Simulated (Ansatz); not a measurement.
Calculation for InP (zincblende type): DFT, PBEsol, PAW with Ansatz's default frozen-core files, scalar-relativistic (Ansatz 0.2.0). This run: cell relaxed at zero pressure.

The start is a guessed cell of a prototype that needn't be stable.

Command: `ansatz run input.yaml --threads 1 --pin off --max-ram 2048MiB --backend cpu --events-out ev --progress --plain --runs-dir out` It took 29 s on 1 thread of Arm Neoverse N1, with other jobs on the host, peak memory 0.37 GiB.

```yaml
crystal:
  lattice:
    - [0.0, 2.9685087443, 2.9685087443]
    - [2.9685087443, 0.0, 2.9685087443]
    - [2.9685087443, 2.9685087443, 0.0]
  atoms:
    - { symbol: In, position: [0.0, 0.0, 0.0] }
    - { symbol: P, position: [0.25, 0.25, 0.25] }
kpoints:
  mp_grid: { grid: [12, 12, 12] }
scf:
  occupations: { method: fermi_dirac, width: 0.1 }
hamiltonian:
  xc: pbesol
  pseudopotentials: { kind: paw }
output:
  forces: true
  stress: true
relax:
  f_tol: 0.005
  max_steps: 40
  cell: {}
```

Output:

```
Engine: ansatz 0.2.0
Pseudopotentials: kind: paw
Pseudopotential: In, paw, valence charge 13, recommended cutoff 420 eV (normal), In.paw.azcp
Pseudopotential: P, paw, valence charge 5, recommended cutoff 420 eV (normal), P.paw.azcp
Functional definition: PBEsol
  exchange = pbesol_x
  correlation = pbesol_c
Crystal: 2 atoms, lattice volume = 52.317 Å³
Basis set: ecut = 420 eV, 965 PW (Γ), exchange–correlation on 60×60×60 points (8 copies of the dense FFT grid, shifted against one another)
Bands: 13, of which v1, the nominal top of the filled ones, is band 9 counted from 1 (8 counted from 0)
Symmetry: 24 space group operations
Space group: F-43m (ITA 216), of the structure as read, at distance tolerance 3.7e-5 Å
k-points: 72 of 1728 (time reversal used)
Non-local potential: In, projectors of the file, l = 0: 2, l = 1: 2, l = 2: 2, l = 3: 2
Non-local potential: P, projectors of the file, l = 0: 2, l = 1: 2, l = 2: 2
PAW form: soft (Blöchl's): semilocal exchange-correlation on the pseudo side does not see the compensation charge
PAW frozen core: In, regenerated for the run's functional, and the local potential with it (the file was generated under x = pbe(κ = 0.804, μ = 0.2195149727645171), c = pbe(β = 0.06672455060314922))
PAW frozen core: P, regenerated for the run's functional, and the local potential with it (the file was generated under x = pbe(κ = 0.804, μ = 0.2195149727645171), c = pbe(β = 0.06672455060314922))
PAW one-centre angular grid: In, 590 points (default); XC on 64 Gauss nodes
PAW one-centre angular grid: P, 110 points (default); XC on 64 Gauss nodes
Initial density: superposition of atomic densities (neutral atoms: chi_scale 0, normalization atom), corrected by the library's trained network
Initial wavefunctions: pseudopotential atomic-orbital guess
Functional: x = pbesol(κ = 0.804, μ = 0.12345679012345678), c = pbesol(β = 0.046)
SCF iter   1: F=—  HF=-6265.868604 eV  |F-HF|=—  |Δ(HF+E_count)|=         —  Δρ=5.41e-3  dr2=2.83e-2  ethr=1.77e-3  ⟨swp⟩=6.2  Hψ=6110  notcnv=0
preconditioner: auto → Kerker (q_TF=auto, 2.284 Å⁻¹)  [metal: Δε(μ)=0.364 eV  Ē_g=14.474 eV  σ=0.100 eV  W_gap=0.48  n_scr=14 (ndim 8)  ℏωp=21.8 eV  f_vac=0.027  D(μ)=0.01/eV (n_scr^D=0)]
SCF iter   2: F=—  HF=-6265.860557 eV  |F-HF|=—  |Δ(HF+E_count)|=   8.05e-3  Δρ=3.16e-3  dr2=9.03e-3  ethr=1.57e-4  ⟨swp⟩=1.2  Hψ=1545  notcnv=0
preconditioner: auto → none  [insulator: Δε(μ)=0.389 eV  Ē_g=14.471 eV  σ=0.100 eV  W_gap=0.52  n_scr=14 (ndim 8)  ℏωp=21.8 eV  f_vac=0.025  D(μ)=0.01/eV (n_scr^D=0)  ε∞_Penn≈3.3]
SCF iter   3: F=—  HF=-6265.859012 eV  |F-HF|=—  |Δ(HF+E_count)|=   1.54e-3  Δρ=1.79e-3  dr2=1.46e-3  ethr=5.02e-5  ⟨swp⟩=2.0  Hψ=1613  notcnv=0
SCF iter   4: F=—  HF=-6265.858400 eV  |F-HF|=—  |Δ(HF+E_count)|=   6.12e-4  Δρ=4.67e-4  dr2=8.16e-5  ethr=8.14e-6  ⟨swp⟩=2.0  Hψ=1584  notcnv=0
SCF iter   5: F=—  HF=-6265.858432 eV  |F-HF|=—  |Δ(HF+E_count)|=   3.19e-5  Δρ=3.23e-4  dr2=3.40e-5  ethr=4.53e-7  ⟨swp⟩=2.0  Hψ=1602  notcnv=0
SCF iter   6: F=—  HF=-6265.858419 eV  |F-HF|=—  |Δ(HF+E_count)|=   1.30e-5  Δρ=1.30e-4  dr2=5.60e-6  ethr=1.89e-7  ⟨swp⟩=2.3  Hψ=1437  notcnv=0
SCF iter   7: F=-6265.858416 eV  HF=-6265.858416 eV  |F-HF|=8.01e-8  |Δ(HF+E_count)|=   2.52e-6  Δρ=1.69e-5  dr2=9.36e-8  ethr=5.56e-10  ⟨swp⟩=4.5  Hψ=4363  notcnv=0
SCF 1 converged in 7 iterations: F = -6265.858416 eV  dr2 = 9.36e-8
  greatest PAW one-centre occupation: 0.981 electrons in one spin orbital (limit 2), on the In atom at site 0 (counted from 0), in its partial waves of l = 2
relax step   1: F+E_penalty+E_count = -6265.85841634 eV  Δ(F+E_penalty+E_count) = +0.000e0 eV  max|allowed force component| = 2.498e-16 eV/Å  Δτ_max = 0.0000 Å  P = -1.843 GPa  Ω = 52.317 Å³  (7 SCF iters, dr2 threshold 1.00e-7 eV, accepted)
Crystal: 2 atoms, lattice volume = 50.494 Å³
Initial density: handed on by an earlier stage of this run
Initial wavefunctions: those handed on with the density
iter 1 solved again at ethr=1.28e-5 eV; its pass at ethr=3.10e-3 eV (dr2=2.31e-3 eV) is discarded
SCF iter   1: F=—  HF=-6265.868108 eV  |F-HF|=—  |Δ(HF+E_count)|=         —  Δρ=1.56e-3  dr2=2.30e-3  ethr=1.28e-5  ⟨swp⟩=2.0  Hψ=6866  notcnv=0
preconditioner: auto → none  [insulator: Δε(μ)=0.613 eV  Ē_g=14.618 eV  σ=0.100 eV  W_gap=0.81  n_scr=14 (ndim 8)  ℏωp=22.2 eV  f_vac=0.006  D(μ)=0.00/eV (n_scr^D=0)  ε∞_Penn≈3.3]
SCF iter   2: F=—  HF=-6265.867492 eV  |F-HF|=—  |Δ(HF+E_count)|=   6.15e-4  Δρ=5.70e-4  dr2=1.67e-4  ethr=1.28e-5  ⟨swp⟩=2.0  Hψ=1213  notcnv=0
SCF iter   3: F=—  HF=-6265.867478 eV  |F-HF|=—  |Δ(HF+E_count)|=   1.43e-5  Δρ=2.41e-4  dr2=2.74e-5  ethr=9.26e-7  ⟨swp⟩=3.0  Hψ=1629  notcnv=0
SCF iter   4: F=—  HF=-6265.867485 eV  |F-HF|=—  |Δ(HF+E_count)|=   6.60e-6  Δρ=1.18e-4  dr2=6.60e-6  ethr=1.52e-7  ⟨swp⟩=2.6  Hψ=1612  notcnv=0
SCF iter   5: F=—  HF=-6265.867485 eV  |F-HF|=—  |Δ(HF+E_count)|=   4.99e-7  Δρ=2.52e-5  dr2=3.01e-7  ethr=3.67e-8  ⟨swp⟩=2.3  Hψ=1607  notcnv=0
SCF iter   6: F=-6265.867485 eV  HF=-6265.867485 eV  |F-HF|=7.38e-10  |Δ(HF+E_count)|=   1.29e-7  Δρ=2.60e-6  dr2=4.48e-9  ethr=1.11e-9  ⟨swp⟩=5.0  Hψ=3015  notcnv=0
SCF 2 converged in 6 iterations: F = -6265.867485 eV  dr2 = 4.48e-9
relax step   2: F+E_penalty+E_count = -6265.86748536 eV  Δ(F+E_penalty+E_count) = -9.069e-3 eV  max|allowed force component| = 9.021e-17 eV/Å  Δτ_max = 0.0000 Å  P = +0.395 GPa  Ω = 50.494 Å³  energy of the carried Pulay correction = +3.984e-4 eV  (6 SCF iters, dr2 threshold 2.00e-7 eV, accepted)
Crystal: 2 atoms, lattice volume = 50.807 Å³
iter 1 solved again at ethr=3.95e-7 eV; its pass at ethr=3.10e-3 eV (dr2=7.10e-5 eV) is discarded
SCF iter   1: F=—  HF=-6265.867797 eV  |F-HF|=—  |Δ(HF+E_count)|=         —  Δρ=2.75e-4  dr2=7.29e-5  ethr=3.95e-7  ⟨swp⟩=3.0  Hψ=6515  notcnv=0
preconditioner: auto → none  [insulator: Δε(μ)=0.564 eV  Ē_g=14.604 eV  σ=0.100 eV  W_gap=0.77  n_scr=14 (ndim 8)  ℏωp=22.1 eV  f_vac=0.011  D(μ)=0.00/eV (n_scr^D=0)  ε∞_Penn≈3.3]
SCF iter   2: F=—  HF=-6265.867779 eV  |F-HF|=—  |Δ(HF+E_count)|=   1.86e-5  Δρ=1.01e-4  dr2=5.36e-6  ethr=3.95e-7  ⟨swp⟩=2.0  Hψ=1208  notcnv=0
SCF iter   3: F=—  HF=-6265.867778 eV  |F-HF|=—  |Δ(HF+E_count)|=   5.06e-7  Δρ=4.25e-5  dr2=8.71e-7  ethr=2.98e-8  ⟨swp⟩=3.0  Hψ=1657  notcnv=0
SCF iter   4: F=-6265.867778 eV  HF=-6265.867778 eV  |F-HF|=5.99e-9  |Δ(HF+E_count)|=   2.25e-7  Δρ=1.89e-5  dr2=1.71e-7  ethr=1.11e-9  ⟨swp⟩=5.0  Hψ=3355  notcnv=0
SCF 3 converged in 4 iterations: F = -6265.867778 eV  dr2 = 1.71e-7
relax step   3: F+E_penalty+E_count = -6265.86777823 eV  Δ(F+E_penalty+E_count) = -2.929e-4 eV  max|allowed force component| = 6.708e-17 eV/Å  Δτ_max = 0.0000 Å  P = -0.022 GPa  Ω = 50.807 Å³  energy of the carried Pulay correction = +3.291e-4 eV  (4 SCF iters, dr2 threshold 2.00e-7 eV, accepted)
Initial wavefunctions: pseudopotential atomic-orbital guess (no wavefunctions were taken with the density)
iter 1 solved again at ethr=1.39e-6 eV; its pass at ethr=3.10e-3 eV (dr2=2.50e-4 eV) is discarded
SCF iter   1: F=—  HF=-6265.867463 eV  |F-HF|=—  |Δ(HF+E_count)|=         —  Δρ=3.94e-5  dr2=2.45e-7  ethr=1.39e-6  ⟨swp⟩=3.2  Hψ=8394  notcnv=0
eigensolver tolerance schedule: the retry pair's looser diagonalisation over-reported the residual by 1020.89 of it (diagonalisation noise at 0.85 of the residual, at the tolerance the schedule requests for it); recorded, not acted on — ethr = c·dr2/N_el stays at c = 1.0e-1
preconditioner: auto → none  [insulator: Δε(μ)=0.567 eV  Ē_g=14.602 eV  σ=0.100 eV  W_gap=0.77  n_scr=14 (ndim 8)  ℏωp=22.1 eV  f_vac=0.010  D(μ)=0.00/eV (n_scr^D=0)  ε∞_Penn≈3.3]
SCF iter   2: F=—  HF=-6265.867463 eV  |F-HF|=—  |Δ(HF+E_count)|=   6.03e-7  Δρ=2.01e-5  dr2=5.35e-8  ethr=1.36e-9  ⟨swp⟩=2.6  Hψ=1675  notcnv=0
SCF iter   3: F=—  HF=-6265.867463 eV  |F-HF|=—  |Δ(HF+E_count)|=   6.36e-8  Δρ=4.00e-6  dr2=5.36e-9  ethr=2.97e-10  ⟨swp⟩=2.0  Hψ=1645  notcnv=0
SCF iter   4: F=—  HF=-6265.867463 eV  |F-HF|=—  |Δ(HF+E_count)|=   2.23e-9  Δρ=1.13e-6  dr2=2.75e-10  ethr=2.98e-11  ⟨swp⟩=2.0  Hψ=1598  notcnv=0
SCF iter   5: F=—  HF=-6265.867463 eV  |F-HF|=—  |Δ(HF+E_count)|=  1.46e-11  Δρ=3.02e-7  dr2=2.39e-11  ethr=1.53e-12  ⟨swp⟩=2.0  Hψ=1612  notcnv=0
SCF iter   6: F=-6265.867463 eV  HF=-6265.867463 eV  |F-HF|=2.73e-12  |Δ(HF+E_count)|=  5.46e-12  Δρ=7.29e-8  dr2=5.29e-12  ethr=1.00e-12  ⟨swp⟩=6.1  Hψ=4049  notcnv=0
SCF 4 converged in 6 iterations: F = -6265.867463 eV  dr2 = 5.29e-12
relax step   4: F+E_penalty+E_count = -6265.86746318 eV  Δ(F+E_penalty+E_count) = +3.151e-4 eV  max|allowed force component| = 7.633e-17 eV/Å  Δτ_max = 0.0000 Å  P = -0.024 GPa  Ω = 50.807 Å³  stress off target by 2.39e-2 GPa  SCF on the basis re-selected at this cell (its energy is not comparable with the rows above)  (6 SCF iters)
basis re-selected at this cell: Δ(F+E_penalty+E_count) = +3.151e-4 eV, ΔP = -0.002 GPa vs the last step (what re-selecting the basis moved, of the pressure what is left beyond the Pulay correction that the steps carried, after the strain that the cell walked since its last selection, with what the two solves' SCF thresholds leave and, on support functions, any second-order correction that the steps lacked; it is no measure of the basis error at this ecutwfc). This SCF's stress stands 2.39e-2 GPa from its target on what of the cell is left free (relax.cell.stress_tol is 5.00e-2 GPa) and its largest allowed force component is 7.63e-17 eV/Å (relax.f_tol is 5.00e-3 eV/Å): within both
SCF converged after 6 iterations
Free energy (F): -6265.867463 eV
Harris-Foulkes:  -6265.867463 eV  (|F-HF|=2.73e-12)
Internal energy: -6265.867224 eV  (E = F + TS)
E sigma→0 (E₀):  -6265.867343 eV
Entropy (-TS):   -0.000239 eV (-0.120 meV/atom)
Fermi energy:    7.213893 eV
--- Per-component energies (eV) ---
  E_band       = -55.635447
  E_kinetic    = 313.333230
  E_local      = -1404.669993  (includes V_loc(G=0)·N_el)
  E_nonlocal   = 402.761925
  E_hartree    = 552.382505
  E_xc         = -274.030647
  E_vxc        = -160.059630  (∫ρ·V_xc dr)
  E_paw        = -4639.022354  (= ΣΔE_a)
  E_vpaw       = -311.766071  (= ΣTr[D̂ρ^β])
  E_aug_tail   = 0.000029  (compensation charges beyond the density's cutoff)
  E_ewald      = -1216.903918
  E_core_change = 0.281999  (= ΣΔE_core)
  E_smearing   = -0.000239  (= −TS)
  E_closure    = 0.000000  (closes the sum)
  Σ components = -6265.867463   (vs F -6265.867463, Δ=0.00e0)
--- Forces (eV/Å), atoms counted from 1 ---
  atom   1  In     0.00000000    -0.00000000    -0.00000000
  atom   2  P     -0.00000000     0.00000000     0.00000000
  max |Σ_I F_I| component: 4.16e-17 eV/Å
--- Stress (GPa, compression-positive) ---
       -0.023919      -0.000000       0.000000
       -0.000000      -0.023919       0.000000
        0.000000       0.000000      -0.023919
  P = ⅓ Tr σ = -0.0239 GPa (-0.239 kbar)
--- Relaxed structure (3 steps of the walk, 3 accepted, 1 SCFs on fresh bases) ---
  F+E_penalty+E_count = -6265.86746318 eV   max|allowed force component| = 7.633e-17 eV/Å   (the final SCF, on the basis selected at the relaxed cell)
  cell:  # Å, volume = 50.8068 Å³
    - [1.4733288136914603e-33, 2.9396615301908984, 2.9396615301908984]
    - [2.9396615301908984, 9.829738947640227e-33, 2.9396615301908984]
    - [2.9396615301908984, 2.9396615301908984, 1.019074406579118e-32]
  atoms:
    - { symbol: In, position: [-1.4030019324465554e-33, 1.3813756984204043e-33, 1.5165396610838487e-33] }
    - { symbol: P, position: [0.25, 0.25, 0.25] }
```

Next run (the series' base cell), as changes to the input before:

```diff
   lattice:
-    - [0.0, 2.9685087443, 2.9685087443]
-    - [2.9685087443, 0.0, 2.9685087443]
-    - [2.9685087443, 2.9685087443, 0.0]
+    - [0.0, 2.9396615302, 2.9396615302]
+    - [2.9396615302, 0.0, 2.9396615302]
+    - [2.9396615302, 2.9396615302, 0.0]
   atoms:
   mp_grid: { grid: [12, 12, 12] }
+  band_path:
+    path:
+      - [0.0, 0.0, 0.0]
+      - [-0.5, -0.5, 0.0]
+      - [-0.375, -0.375, 0.25]
+      - [-0.375, 0.0, 0.375]
+      - [0.0, 0.0, 0.0]
+      - [0.0, 0.0, 0.5]
+      - [-0.5, -0.25, 0.25]
+      - [-0.5, -0.5, 0.0]
+    npoints: 8
 scf:
   stress: true
-relax:
-  f_tol: 0.005
-  max_steps: 40
-  cell: {}
+  eigenvalues: true
+  populations: true
+  dos: { projected: true, de: 0.2, e_range: [-14, 8] }
```

Results part of the output:

```
SCF 1 converged in 6 iterations: F = -6265.867463 eV  dr2 = 1.55e-8
  greatest PAW one-centre occupation: 0.981 electrons in one spin orbital (limit 2), on the In atom at site 0 (counted from 0), in its partial waves of l = 2
NSCF: frozen V_eff on 57 k-points
SCF converged after 6 iterations
Free energy (F): -6265.867463 eV
Harris-Foulkes:  -6265.867463 eV  (|F-HF|=6.68e-9)
Internal energy: -6265.867224 eV  (E = F + TS)
E sigma→0 (E₀):  -6265.867343 eV
Entropy (-TS):   -0.000239 eV (-0.120 meV/atom)
Fermi energy:    7.213972 eV
--- Per-component energies (eV) ---
  E_band       = -55.634552
  E_kinetic    = 313.333000
  E_local      = -1404.670252  (includes V_loc(G=0)·N_el)
  E_nonlocal   = 402.762071
  E_hartree    = 552.382858
  E_xc         = -274.030603
  E_vxc        = -160.059573  (∫ρ·V_xc dr)
  E_paw        = -4639.022408  (= ΣΔE_a)
  E_vpaw       = -311.766478  (= ΣTr[D̂ρ^β])
  E_aug_tail   = 0.000029  (compensation charges beyond the density's cutoff)
  E_ewald      = -1216.903918
  E_core_change = 0.281999  (= ΣΔE_core)
  E_smearing   = -0.000239  (= −TS)
  E_closure    = 0.000000  (closes the sum)
  Σ components = -6265.867463   (vs F -6265.867463, Δ=0.00e0)
--- Forces (eV/Å), atoms counted from 1 ---
  atom   1  In     0.00000000    -0.00000000     0.00000000
  atom   2  P     -0.00000000     0.00000000     0.00000000
  max |Σ_I F_I| component: 1.11e-16 eV/Å
--- Stress (GPa, compression-positive) ---
       -0.024000       0.000000      -0.000000
       -0.000000      -0.024000       0.000000
       -0.000000       0.000000      -0.024000
  P = ⅓ Tr σ = -0.0240 GPa (-0.240 kbar)
--- Band table (eV; the first three rows and the last of 72) ---
  k-point 0: bands = ["-7.3649", "-7.3649", "-7.3649", "-7.2141", "-7.2141", "-4.7072", "6.7738", "6.7738", "6.7738", "7.3406", "10.7867", "10.7867", "10.7867"]
  k-point 1: bands = ["-7.3735", "-7.3614", "-7.3614", "-7.2141", "-7.2141", "-4.6277", "5.8263", "6.6853", "6.6853", "8.0344", "10.8107", "10.9203", "10.9203"]
  k-point 2: bands = ["-7.3962", "-7.3526", "-7.3526", "-7.2137", "-7.2137", "-4.3959", "4.5596", "6.4688", "6.4688", "8.4639", "11.1634", "11.2253", "11.2253"]
  k-point 71: bands = ["-7.5138", "-7.3062", "-7.2702", "-7.2348", "-7.1993", "-2.2585", "1.1539", "3.8133", "3.8525", "10.9679", "11.0758", "12.2230", "12.8479"]
--- Löwdin populations: 2 sites ---
  site symbol       q [e]
     0     In     12.7302
     1      P      5.2268
  spilling = 0.002386 (of n_electrons = 18.000000)
```

Next run (volume at 0.94 of the series' base cell), as changes to the input before:

```diff
   lattice:
-    - [0.0, 2.9396615302, 2.9396615302]
-    - [2.9396615302, 0.0, 2.9396615302]
-    - [2.9396615302, 2.9396615302, 0.0]
+    - [0.0, 2.8796515993, 2.8796515993]
+    - [2.8796515993, 0.0, 2.8796515993]
+    - [2.8796515993, 2.8796515993, 0.0]
   atoms:
   mp_grid: { grid: [12, 12, 12] }
-  band_path:
-    path:
-      - [0.0, 0.0, 0.0]
-      - [-0.5, -0.5, 0.0]
-      - [-0.375, -0.375, 0.25]
-      - [-0.375, 0.0, 0.375]
-      - [0.0, 0.0, 0.0]
-      - [0.0, 0.0, 0.5]
-      - [-0.5, -0.25, 0.25]
-      - [-0.5, -0.5, 0.0]
-    npoints: 8
 scf:
   populations: true
-  dos: { projected: true, de: 0.2, e_range: [-14, 8] }
+  write_density: true
+  write_potential: true
+  elf: true
+  volumetric_format: npy
```

Command: `ansatz run input.yaml --threads 1 --pin off --max-ram 2048MiB --backend cpu --events-out ev --progress --plain --runs-dir out` It took 11 s on 1 thread of Arm Neoverse N1 (shared host), peak memory 0.35 GiB.

Results part of the output:

```
SCF 1 converged in 6 iterations: F = -6265.825248 eV  dr2 = 1.03e-8
  greatest PAW one-centre occupation: 0.981 electrons in one spin orbital (limit 2), on the In atom at site 0 (counted from 0), in its partial waves of l = 2
SCF converged after 6 iterations
Free energy (F): -6265.825248 eV
Harris-Foulkes:  -6265.825248 eV  (|F-HF|=3.17e-9)
Internal energy: -6265.825181 eV  (E = F + TS)
E sigma→0 (E₀):  -6265.825215 eV
Entropy (-TS):   -0.000067 eV (-0.033 meV/atom)
Fermi energy:    8.167574 eV
--- Per-component energies (eV) ---
  E_band       = -44.012163
  E_kinetic    = 315.438752
  E_local      = -1367.095239  (includes V_loc(G=0)·N_el)
  E_nonlocal   = 403.026347
  E_hartree    = 538.887784
  E_xc         = -275.017876
  E_vxc        = -161.347612  (∫ρ·V_xc dr)
  E_paw        = -4639.083629  (= ΣΔE_a)
  E_vpaw       = -311.810805  (= ΣTr[D̂ρ^β])
  E_aug_tail   = 0.000029  (compensation charges beyond the density's cutoff)
  E_ewald      = -1242.263347
  E_core_change = 0.281999  (= ΣΔE_core)
  E_smearing   = -0.000067  (= −TS)
  E_closure    = -0.000000  (closes the sum)
  Σ components = -6265.825248   (vs F -6265.825248, Δ=0.00e0)
--- Forces (eV/Å), atoms counted from 1 ---
  atom   1  In     0.00000000    -0.00000000     0.00000000
  atom   2  P     -0.00000000     0.00000000    -0.00000000
  max |Σ_I F_I| component: 5.55e-17 eV/Å
--- Stress (GPa, compression-positive) ---
        4.728816      -0.000000      -0.000000
       -0.000000       4.728816       0.000000
        0.000000       0.000000       4.728816
  P = ⅓ Tr σ = 4.7288 GPa (47.288 kbar)
--- Band table (eV; the first three rows and the last of 72) ---
  k-point 0: bands = ["-6.7003", "-6.7003", "-6.7003", "-6.5163", "-6.5163", "-4.3409", "7.5813", "7.5813", "7.5813", "8.4778", "11.5838", "11.5838", "11.5838"]
  k-point 1: bands = ["-6.7118", "-6.6961", "-6.6961", "-6.5163", "-6.5163", "-4.2529", "6.6698", "7.4825", "7.4825", "9.0992", "11.6322", "11.7290", "11.7290"]
  k-point 2: bands = ["-6.7416", "-6.6852", "-6.6852", "-6.5158", "-6.5158", "-3.9967", "5.3302", "7.2429", "7.2429", "9.4837", "12.0565", "12.0565", "12.0667"]
  k-point 71: bands = ["-6.8852", "-6.6276", "-6.5848", "-6.5426", "-6.4985", "-1.5821", "1.6966", "4.3520", "4.3690", "11.7760", "12.1272", "13.1762", "13.6462"]
--- Löwdin populations: 2 sites ---
  site symbol       q [e]
     0     In     12.7278
     1      P      5.2263
  spilling = 0.002553 (of n_electrons = 18.000000)
```

Next run (volume at 0.88 of the series' base cell), as changes to the input before:

```diff
   lattice:
-    - [0.0, 2.8796515993, 2.8796515993]
-    - [2.8796515993, 0.0, 2.8796515993]
-    - [2.8796515993, 2.8796515993, 0.0]
+    - [0.0, 2.8170305258, 2.8170305258]
+    - [2.8170305258, 0.0, 2.8170305258]
+    - [2.8170305258, 2.8170305258, 0.0]
   atoms:
   populations: true
-  write_density: true
-  write_potential: true
-  elf: true
-  volumetric_format: npy
```

Results part of the output:

```
SCF 1 converged in 6 iterations: F = -6265.675455 eV  dr2 = 3.01e-9
  greatest PAW one-centre occupation: 0.980 electrons in one spin orbital (limit 2), on the In atom at site 0 (counted from 0), in its partial waves of l = 2
SCF converged after 6 iterations
Free energy (F): -6265.675455 eV
Harris-Foulkes:  -6265.675455 eV  (|F-HF|=4.49e-10)
Internal energy: -6265.675428 eV  (E = F + TS)
E sigma→0 (E₀):  -6265.675441 eV
Entropy (-TS):   -0.000027 eV (-0.013 meV/atom)
Fermi energy:    9.205755 eV
--- Per-component energies (eV) ---
  E_band       = -30.997076
  E_kinetic    = 317.898204
  E_local      = -1326.496107  (includes V_loc(G=0)·N_el)
  E_nonlocal   = 403.360211
  E_hartree    = 524.423196
  E_xc         = -276.159617
  E_vxc        = -162.827961  (∫ρ·V_xc dr)
  E_paw        = -4639.105148  (= ΣΔE_a)
  E_vpaw       = -311.776841  (= ΣTr[D̂ρ^β])
  E_aug_tail   = 0.000028  (compensation charges beyond the density's cutoff)
  E_ewald      = -1269.878193
  E_core_change = 0.281999  (= ΣΔE_core)
  E_smearing   = -0.000027  (= −TS)
  E_closure    = 0.000000  (closes the sum)
  Σ components = -6265.675455   (vs F -6265.675455, Δ=0.00e0)
--- Forces (eV/Å), atoms counted from 1 ---
  atom   1  In     0.00000000     0.00000000    -0.00000000
  atom   2  P     -0.00000000     0.00000000     0.00000000
  max |Σ_I F_I| component: 7.40e-17 eV/Å
--- Stress (GPa, compression-positive) ---
       11.390168      -0.000000      -0.000000
        0.000000      11.390168       0.000000
       -0.000000       0.000000      11.390168
  P = ⅓ Tr σ = 11.3902 GPa (113.902 kbar)
--- Band table (eV; the first three rows and the last of 72) ---
  k-point 0: bands = ["-5.9678", "-5.9678", "-5.9678", "-5.7420", "-5.7420", "-3.9284", "8.5087", "8.5087", "8.5087", "9.7478", "12.4808", "12.4808", "12.4808"]
  k-point 1: bands = ["-5.9833", "-5.9625", "-5.9625", "-5.7421", "-5.7421", "-3.8302", "7.6149", "8.3974", "8.3974", "10.3057", "12.5616", "12.6396", "12.6396"]
  k-point 2: bands = ["-6.0229", "-5.9490", "-5.9490", "-5.7416", "-5.7416", "-3.5454", "6.1981", "8.1302", "8.1302", "10.6254", "12.9926", "12.9926", "13.0963"]
  k-point 71: bands = ["-6.1971", "-5.8772", "-5.8265", "-5.7753", "-5.7206", "-0.8077", "2.3140", "4.9558", "4.9690", "12.6919", "13.3012", "14.2392", "14.5510"]
--- Löwdin populations: 2 sites ---
  site symbol       q [e]
     0     In     12.7260
     1      P      5.2242
  spilling = 0.002761 (of n_electrons = 18.000000)
```

The PAW files were made under PBE.
